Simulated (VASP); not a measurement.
# BaZrO3: the relaxed cell at several levels of theory, part 2 of 3

How much does the relaxed cell of BaZrO3 depend on the functional? The starting structure is a measured crystal structure from the Crystallography Open Database. The first relaxation on each setting starts from this cell expanded by 3 % in volume.

VASP 6.6.1.

Results so far: PBEsol 14.72 Å³ an atom; LDA 14.40 Å³ an atom.

## 4. Relaxation with PBE

Level of this step: PBE; plane waves and PAW (Ba_sv, Zr_sv, O) (VASP).

PBE, the usual starting point, adds the gradient of the density.

INCAR reads:

```
SYSTEM = BaZrO3
PREC = Accurate
ENCUT = 520
EDIFF = 1E-06
NELM = 100
ISMEAR = 0
SIGMA = 0.03
LREAL = .FALSE.
ALGO = Normal
GGA = PE
NBANDS = 26
LASPH = .TRUE.
LORBIT = 11
LWAVE = .FALSE.
LCHARG = .FALSE.
KPAR = 8
IBRION = 2
NSW = 50
ISIF = 3
EDIFFG = -0.006
```

POSCAR reads:

```
BaZrO3
1.0
    4.2328411149      0.0000000000      0.0000000000
    0.0000000000      4.2328411149      0.0000000000
    0.0000000000      0.0000000000      4.2328411149
Ba Zr O
1 1 3
Direct
    0.0000000000      0.0000000000      0.0000000000
    0.5000000000      0.5000000000      0.5000000000
    0.5000000000      0.5000000000      0.0000000000
    0.5000000000      0.0000000000      0.5000000000
    0.0000000000      0.5000000000      0.5000000000
```

KPOINTS reads:

```
Automatic mesh
0
Gamma
6 6 6
0 0 0
```

The projector-augmented-wave data sets are Ba_sv, Zr_sv and O (PBE family, release 64).

Run with:

```
mpirun -np 8 vasp_std
```

The program printed:

```text
[banner, memory and clock lines left out]
running    8 mpi-ranks, on    1 nodes
[...]
[... a notice as in an earlier step ...]

 LDA part: xc-table for (Slater+PW92), standard interpolation
 POSCAR, INCAR and KPOINTS ok, starting setup
[...]
entering main loop
       N       E                     dE             d eps       ncg     rms          rms(c)
DAV:   1     0.317794124524E+03    0.31779E+03   -0.22347E+04  1040   0.151E+03
DAV:   2    -0.282743217760E+02   -0.34607E+03   -0.33750E+03  1320   0.369E+02
DAV:   3    -0.487442791952E+02   -0.20470E+02   -0.20423E+02  1652   0.872E+01
DAV:   4    -0.493687943101E+02   -0.62452E+00   -0.62392E+00  1444   0.119E+01
[...]
DAV:  12    -0.417250540670E+02   -0.61522E-04   -0.19592E-04  1280   0.101E-01    0.356E-02
DAV:  13    -0.417250523616E+02    0.17054E-05   -0.28166E-05  1564   0.354E-02    0.551E-03
DAV:  14    -0.417250529218E+02   -0.56022E-06   -0.34328E-06  1170   0.148E-02
   1 F= -.41725053E+02 E0= -.41725053E+02  d E =-.417251E+02
[...]
DAV:   6    -0.417250375058E+02   -0.11165E-04   -0.52069E-05  1638   0.351E-02    0.595E-03
DAV:   7    -0.417250371405E+02    0.36529E-06   -0.27264E-06   948   0.974E-03
   2 F= -.41725037E+02 E0= -.41725037E+02  d E =0.157813E-04
 trial-energy change:    0.000016  1 .order    0.000003   -0.000711    0.000716
 step:   0.4843(harm=  0.4982)  dis= 0.00000  next Energy=   -41.725224 (dE=-0.171E-03)
[...]
N       E                     dE             d eps       ncg     rms          rms(c)
DAV:   1    -0.417265367193E+02   -0.14992E-02   -0.40649E-02  1100   0.160E+00    0.368E-01
DAV:   2    -0.417254461771E+02    0.10905E-02   -0.49303E-03  1154   0.433E-01    0.136E-01
DAV:   3    -0.417252216030E+02    0.22457E-03   -0.63943E-04  1372   0.189E-01    0.363E-02
DAV:   4    -0.417252065113E+02    0.15092E-04   -0.21047E-04  1598   0.721E-02    0.289E-02
DAV:   5    -0.417252160602E+02   -0.95489E-05   -0.78809E-06  1402   0.172E-02    0.148E-02
DAV:   6    -0.417252255116E+02   -0.94514E-05   -0.13246E-05  1540   0.176E-02    0.307E-03
DAV:   7    -0.417252264704E+02   -0.95878E-06   -0.56746E-07   606   0.484E-03
   3 F= -.41725226E+02 E0= -.41725226E+02  d E =-.173549E-03
[...]
reached required accuracy - stopping structural energy minimisation
```

It took 14 s on 8 MPI ranks of Intel Xeon Platinum 8375C at 2.90GHz (Ice Lake), shared host; peak memory 1.7 GiB.

Parts of OUTCAR (step 4):

```text
  Total       -0.0005807     -0.0005807     -0.0005807     -0.0000000     -0.0000000      0.0000000
  in kB       -0.0122403     -0.0122403     -0.0122403     -0.0000000     -0.0000000      0.0000000
  external PRESSURE =      -0.0122403 kB  Pullay stress =       0.0000000 kB

 POSITION                                       TOTAL-FORCE (eV/Angst)
 -----------------------------------------------------------------------------------
      0.00000      0.00000      0.00000        -0.000000     -0.000000      0.000000
      2.11797      2.11797      2.11797         0.000000      0.000000      0.000000
      2.11797      2.11797      0.00000        -0.000000     -0.000000      0.000000
      2.11797      0.00000      2.11797        -0.000000      0.000000      0.000000
      0.00000      2.11797      2.11797         0.000000      0.000000      0.000000
 -----------------------------------------------------------------------------------
    total drift:                                0.000000     -0.000000     -0.000000

  FREE ENERGIE OF THE ION-ELECTRON SYSTEM (eV)
  ---------------------------------------------------
  free  energy   TOTEN  =       -41.7252264704 eV

  energy  without entropy=      -41.7252264704  energy(sigma->0) =      -41.72522647

[... 2 parts as in an earlier step ...]

[... 2 further parts left out ...]
[key lines of the parts left out:]
E-fermi :   3.8176
```

With PBE the relaxed cell holds 15.201 Å³ an atom, +3.23 % against the measured cell, with a = 4.236 Å. That is +3.27 % from PBEsol.

## 5. Relaxation with PBEsol + D3(BJ)

D3 with Becke-Johnson damping keeps a finite attraction at short range. This run starts from the cell of an earlier relaxation, which isn't shown; the restart sets up the plane waves anew.

INCAR: that of step 4 with these lines changed.

```diff
@@ -9,3 +9,4 @@
 ALGO = Normal
-GGA = PE
+GGA = PS
+IVDW = 12
 NBANDS = 26
```

POSCAR: that of step 4 with these lines changed.

```diff
@@ -2,5 +2,5 @@
 1.0
-    4.2328411149      0.0000000000      0.0000000000
-    0.0000000000      4.2328411149      0.0000000000
-    0.0000000000      0.0000000000      4.2328411149
+    4.1665512681      0.0000000000      0.0000000000
+    0.0000000000      4.1665512681      0.0000000000
+    0.0000000000      0.0000000000      4.1665512681
 Ba Zr O
```

KPOINTS is that of step 4.

Run with:

```
mpirun -np 8 vasp_std
```

The program printed:

```text
[banner, memory and clock lines left out]
running    8 mpi-ranks, on    1 nodes
[...]
[... a notice as in an earlier step ...]

 [... a notice as in an earlier step ...]

 LDA part: xc-table for (Slater+PW92), standard interpolation
 POSCAR, INCAR and KPOINTS ok, starting setup
[...]
entering main loop
       N       E                     dE             d eps       ncg     rms          rms(c)
DAV:   1     0.317397262613E+03    0.31740E+03   -0.22131E+04  1040   0.151E+03
DAV:   2    -0.294810487071E+02   -0.34688E+03   -0.33934E+03  1286   0.372E+02
DAV:   3    -0.500114921338E+02   -0.20530E+02   -0.20475E+02  1706   0.870E+01
DAV:   4    -0.504391444846E+02   -0.42765E+00   -0.42725E+00  1408   0.104E+01
[...]
DAV:  12    -0.436104519878E+02   -0.17921E-04   -0.11577E-04  1410   0.758E-02    0.325E-02
DAV:  13    -0.436104505157E+02    0.14721E-05   -0.93858E-06  1408   0.219E-02    0.471E-03
DAV:  14    -0.436104504192E+02    0.96476E-07   -0.11992E-06   872   0.900E-03
   1 F= -.44896731E+02 E0= -.44896731E+02  d E =-.448967E+02
[...]
reached required accuracy - stopping structural energy minimisation
```

Elapsed: 7 s, on 8 MPI ranks; peak memory 1.7 GiB; 51 s of CPU time.

Parts of OUTCAR (step 5):

```text
 Edisp (eV)   -1.28628

  Total      -0.02894    -0.02894    -0.02894     0.00000     0.00000     0.00000
  in kB      -0.64093    -0.64093    -0.64093     0.00000     0.00000     0.00000
  external pressure =       -0.64 kB  Pullay stress =        0.00 kB

 POSITION                                       TOTAL-FORCE (eV/Angst)
 -----------------------------------------------------------------------------------
      0.00000      0.00000      0.00000         0.000000      0.000000      0.000000
      2.08328      2.08328      2.08328         0.000000      0.000000      0.000000
      2.08328      2.08328      0.00000         0.000000      0.000000      0.000000
      2.08328      0.00000      2.08328         0.000000      0.000000      0.000000
      0.00000      2.08328      2.08328         0.000000      0.000000      0.000000
 -----------------------------------------------------------------------------------
    total drift:                                0.000000     -0.000000     -0.000000

  FREE ENERGIE OF THE ION-ELECTRON SYSTEM (eV)
  ---------------------------------------------------
  free  energy   TOTEN  =       -44.8967313266 eV

  energy  without entropy=      -44.8967313266  energy(sigma->0) =      -44.89673133

[... 2 parts as in an earlier step ...]

[... 2 further parts left out ...]
[key lines of the parts left out:]
E-fermi :   3.9937
```

With PBEsol + D3(BJ) the relaxed cell holds 14.466 Å³ an atom, -1.76 % against the measured cell, with a = 4.167 Å. That is -1.72 % from PBEsol.

## 6. Relaxation with r2SCAN

r2SCAN adds the kinetic-energy density, costs more than a GGA and is run with LASPH.

INCAR: that of step 5 with these lines changed.

```diff
@@ -9,6 +9,5 @@
 ALGO = Normal
-GGA = PS
-IVDW = 12
+METAGGA = R2SCAN
+LASPH = .TRUE.
 NBANDS = 26
-LASPH = .TRUE.
 LORBIT = 11
```

POSCAR: that of step 5 with these lines changed.

```diff
@@ -2,5 +2,5 @@
 1.0
-    4.1665512681      0.0000000000      0.0000000000
-    0.0000000000      4.1665512681      0.0000000000
-    0.0000000000      0.0000000000      4.1665512681
+    4.2328411149      0.0000000000      0.0000000000
+    0.0000000000      4.2328411149      0.0000000000
+    0.0000000000      0.0000000000      4.2328411149
 Ba Zr O
```

KPOINTS is that of step 5.

Run with:

```
mpirun -np 8 vasp_std
```

The program printed:

```text
[banner, memory and clock lines left out]
running    8 mpi-ranks, on    1 nodes
[...]
[... a notice as in an earlier step ...]

 [... a notice as in an earlier step ...]

 LDA part: xc-table for (None), standard interpolation
 POSCAR, INCAR and KPOINTS ok, starting setup
[...]
entering main loop
       N       E                     dE             d eps       ncg     rms          rms(c)
DAV:   1     0.269899359285E+03    0.26990E+03   -0.22872E+04  1040   0.155E+03
DAV:   2    -0.843131178121E+02   -0.35421E+03   -0.34581E+03  1320   0.379E+02
DAV:   3    -0.106484404098E+03   -0.22171E+02   -0.22116E+02  1736   0.895E+01
DAV:   4    -0.107256246500E+03   -0.77184E+00   -0.77066E+00  1448   0.127E+01
[...]
DAV:  12    -0.851017372120E+02    0.41722E-03   -0.15302E-03  1178   0.230E-01    0.489E-02
DAV:  13    -0.851017104931E+02    0.26719E-04   -0.18854E-04  1314   0.740E-02    0.857E-03
DAV:  14    -0.851017114526E+02   -0.95954E-06   -0.81089E-06  1406   0.183E-02
[...]
2 F= -.85099106E+02 E0= -.85099106E+02  d E =0.260578E-02
 trial-energy change:    0.002606  1 .order    0.003097   -0.029196    0.035390
 step:   0.4634(harm=  0.4521)  dis= 0.00000  next Energy=   -85.108525 (dE=-0.681E-02)
[...]
N       E                     dE             d eps       ncg     rms          rms(c)
DAV:   1    -0.851587024835E+02   -0.59597E-01   -0.17762E+00  1086   0.109E+01    0.236E+00
DAV:   2    -0.851179907641E+02    0.40712E-01   -0.19398E-01  1204   0.281E+00    0.910E-01
DAV:   3    -0.851089567710E+02    0.90340E-02   -0.18655E-02  1320   0.108E+00    0.218E-01
DAV:   4    -0.851083039977E+02    0.65277E-03   -0.79925E-03  1642   0.476E-01    0.177E-01
DAV:   5    -0.851084814218E+02   -0.17742E-03   -0.22980E-04  1340   0.108E-01    0.798E-02
DAV:   6    -0.851085951096E+02   -0.11369E-03   -0.41726E-04  1532   0.101E-01    0.128E-02
DAV:   7    -0.851085952671E+02   -0.15757E-06   -0.19047E-05  1224   0.308E-02    0.108E-02
DAV:   8    -0.851085925052E+02    0.27619E-05   -0.48659E-06  1192   0.146E-02    0.244E-03
DAV:   9    -0.851085925835E+02   -0.78263E-07   -0.31712E-07   592   0.422E-03
   3 F= -.85108593E+02 E0= -.85108593E+02  d E =-.688113E-02
[...]
reached required accuracy - stopping structural energy minimisation
```

It took 43 s on 8 MPI ranks; peak memory 1.8 GiB; 5.6 min of CPU time.

From OUTCAR (step 6):

```text
  Total       -0.0019402     -0.0019402     -0.0019402      0.0000000     -0.0000000      0.0000000
  in kB       -0.0415453     -0.0415453     -0.0415453      0.0000000     -0.0000000      0.0000000
  external PRESSURE =      -0.0415453 kB  Pullay stress =       0.0000000 kB

 POSITION                                       TOTAL-FORCE (eV/Angst)
 -----------------------------------------------------------------------------------
      0.00000      0.00000      0.00000         0.000000      0.000000      0.000000
      2.10692      2.10692      2.10692        -0.000000     -0.000000      0.000000
      2.10692      2.10692      0.00000         0.000000      0.000000      0.000000
      2.10692     -0.00000      2.10692         0.000000     -0.000000      0.000000
      0.00000      2.10692      2.10692        -0.000000     -0.000000      0.000000
 -----------------------------------------------------------------------------------
    total drift:                                0.000000     -0.000000     -0.000000

  FREE ENERGIE OF THE ION-ELECTRON SYSTEM (eV)
  ---------------------------------------------------
  free  energy   TOTEN  =       -85.1085925835 eV

  energy  without entropy=      -85.1085925835  energy(sigma->0) =      -85.10859258

[... 2 parts as in an earlier step ...]

[... 2 further parts left out ...]
[key lines of the parts left out:]
E-fermi :   3.6385
```

With r2SCAN the relaxed cell holds 14.965 Å³ an atom, +1.62 % against the measured cell, with a = 4.214 Å. That is +1.66 % from PBEsol.

## 7. Relaxation with r2SCAN + rVV10

rVV10 adds a nonlocal correlation energy for dispersion. This run starts from the cell of an earlier relaxation, which isn't shown; the restart sets up the plane waves anew.

INCAR: that of step 6 with these lines changed.

```diff
@@ -10,2 +10,6 @@
 METAGGA = R2SCAN
+LUSE_VDW = .TRUE.
+IVDW_NL = 2
+BPARAM = 11.95
+CPARAM = 0.0093
 LASPH = .TRUE.
```

POSCAR: that of step 6 with these lines changed.

```diff
@@ -2,5 +2,5 @@
 1.0
-    4.2328411149      0.0000000000      0.0000000000
-    0.0000000000      4.2328411149      0.0000000000
-    0.0000000000      0.0000000000      4.2328411149
+    4.2041229175      0.0000000000      0.0000000000
+    0.0000000000      4.2041229175      0.0000000000
+    0.0000000000      0.0000000000      4.2041229175
 Ba Zr O
```

KPOINTS is that of step 6.

Run with:

```
mpirun -np 8 vasp_std
```

The program printed:

```text
[banner, memory and clock lines left out]
running    8 mpi-ranks, on    1 nodes
[...]
[... a notice as in an earlier step ...]

|                                                                             |
|               ----> ADVICE to this user running VASP <----                  |
|                                                                             |
|     You have switched on vdW-DFT.                                           |
|     This routine was written and supplied by Jiri Klimes. We recommend      |
|     that you carefully read and cite the following publications:            |
|       J. Klimes, D.R. Bowler, A. Michelides                                 |
|          J. Phys.: Cond Matt. 22 022201 (2010)                              |
|       J. Klimes, D.R. Bowler, A. Michelides                                 |
|          Phys. Rev. B. 83, 195131 (2011)                                    |
|     and references therein.                                                 |
[...]
Total rVV10 correction in eV:      0.9061080    40.4481294
Total rVV10 correction in eV:      0.9061080    40.4481294
Total rVV10 correction in eV:      0.9061080    40.4481294
DAV:  14    -0.841974696597E+02   -0.79116E-06   -0.78398E-06  1438   0.176E-02
Total rVV10 correction in eV:      0.9061304    40.4481294
Total rVV10 correction in eV:      0.9061304    40.4481294
Total rVV10 correction in eV:      0.9061304    40.4481294
Total rVV10 correction in eV:      0.9061304    40.4481294
Total rVV10 correction in eV:      0.9061304    40.4481294
Total rVV10 correction in eV:      0.9061304    40.4481294
Total rVV10 correction in eV:      0.9061304    40.4481294
Total rVV10 correction in eV:      0.9061304    40.4481294
Total rVV10 correction in eV:      0.9061076    40.4481294
Total rVV10 correction in eV:      0.9061076    40.4481294
Total rVV10 correction in eV:      0.9061076    40.4481294
Total rVV10 correction in eV:      0.9061076    40.4481294
Total rVV10 correction in eV:      0.9061076    40.4481294
Total rVV10 correction in eV:      0.9061076    40.4481294
Total rVV10 correction in eV:      0.9061076    40.4481294
Total rVV10 correction in eV:      0.9061076    40.4481294
   1 F= -.84197470E+02 E0= -.84197470E+02  d E =-.841975E+02
[...]
reached required accuracy - stopping structural energy minimisation
```

Run time: 46 s. Hardware: 8 MPI ranks; peak memory 2.7 GiB; 6 min of CPU time.

From OUTCAR (step 7):

```text
  Total        0.0024675      0.0024675      0.0024675     -0.0000000      0.0000000     -0.0000000
  in kB        0.0532043      0.0532043      0.0532043     -0.0000000      0.0000000     -0.0000000
  external PRESSURE =       0.0532043 kB  Pullay stress =       0.0000000 kB

 POSITION                                       TOTAL-FORCE (eV/Angst)
 -----------------------------------------------------------------------------------
      0.00000      0.00000      0.00000         0.000000      0.000000      0.000000
      2.10206      2.10206      2.10206         0.000000      0.000000      0.000000
      2.10206      2.10206      0.00000         0.000000      0.000000      0.000000
      2.10206      0.00000      2.10206         0.000000      0.000000      0.000000
      0.00000      2.10206      2.10206         0.000000      0.000000      0.000000
 -----------------------------------------------------------------------------------
    total drift:                                0.000000     -0.000000     -0.000000

  FREE ENERGIE OF THE ION-ELECTRON SYSTEM (eV)
  ---------------------------------------------------
  free  energy   TOTEN  =       -84.1974696597 eV

  energy  without entropy=      -84.1974696597  energy(sigma->0) =      -84.19746966

[... 2 parts as in an earlier step ...]

[... 2 further parts left out ...]
[key lines of the parts left out:]
E-fermi :   3.5485
```

With r2SCAN + rVV10 the relaxed cell holds 14.861 Å³ an atom, +0.92 % against the measured cell, with a = 4.204 Å. That is +0.96 % from PBEsol.

## 8. Relaxation with optB86b-vdW

optB86b-vdW pairs nonlocal correlation with a less repulsive exchange of B86b form. This run starts from the cell of an earlier relaxation, which isn't shown; the restart sets up the plane waves anew.

INCAR: that of step 7 with these lines changed.

```diff
@@ -9,7 +9,7 @@
 ALGO = Normal
-METAGGA = R2SCAN
+GGA = MK
+AGGAC = 0
 LUSE_VDW = .TRUE.
-IVDW_NL = 2
-BPARAM = 11.95
-CPARAM = 0.0093
+PARAM1 = 0.1234
+PARAM2 = 1
 LASPH = .TRUE.
```

POSCAR: that of step 7 with these lines changed.

```diff
@@ -2,5 +2,5 @@
 1.0
-    4.2041229175      0.0000000000      0.0000000000
-    0.0000000000      4.2041229175      0.0000000000
-    0.0000000000      0.0000000000      4.2041229175
+    4.2111474306      0.0000000000      0.0000000000
+    0.0000000000      4.2111474306      0.0000000000
+    0.0000000000      0.0000000000      4.2111474306
 Ba Zr O
```

KPOINTS is that of step 7.

Run with:

```
mpirun -np 8 vasp_std
```

The program printed:

```text
[banner, memory and clock lines left out]
running    8 mpi-ranks, on    1 nodes
[...]
[... a notice as in an earlier step ...]

 [... a notice as in an earlier step ...]

 [... a notice as in an earlier step ...]

 LDA part: xc-table for (Slater+PW92), standard interpolation
 POSCAR, INCAR and KPOINTS ok, starting setup
[...]
entering main loop
       N       E                     dE             d eps       ncg     rms          rms(c)
DAV:   1     0.321654520708E+03    0.32165E+03   -0.22155E+04  1040   0.151E+03
DAV:   2    -0.193909368969E+02   -0.34105E+03   -0.33508E+03  1280   0.365E+02
DAV:   3    -0.400417761241E+02   -0.20651E+02   -0.20590E+02  1610   0.878E+01
DAV:   4    -0.406429811193E+02   -0.60120E+00   -0.60051E+00  1492   0.119E+01
[...]
DAV:  12    -0.330478669813E+02   -0.61113E-04   -0.17583E-04  1224   0.994E-02    0.372E-02
DAV:  13    -0.330478644050E+02    0.25763E-05   -0.25348E-05  1644   0.346E-02    0.527E-03
DAV:  14    -0.330478649479E+02   -0.54292E-06   -0.26277E-06  1204   0.125E-02
   1 F= -.33047865E+02 E0= -.33047865E+02  d E =-.330479E+02
[...]
reached required accuracy - stopping structural energy minimisation
```

It took 38 s on 8 MPI ranks; peak memory 3.3 GiB; 4.9 min of CPU time.

(Continued in part 3 of 3.)

[Lines on the potential files, build, host, timing and source positions are cut from VASP's logs without a mark.]

[Logs are printed without paths, hosts, clocks, repeated set-up lines and the standing remarks that a program may print on its own settings, such as how far it seeks lower states.]

[Hosts, paths, dates, database ids (printed as entryN), source tags and the programs' standing remarks are cut or masked in the printed files.]
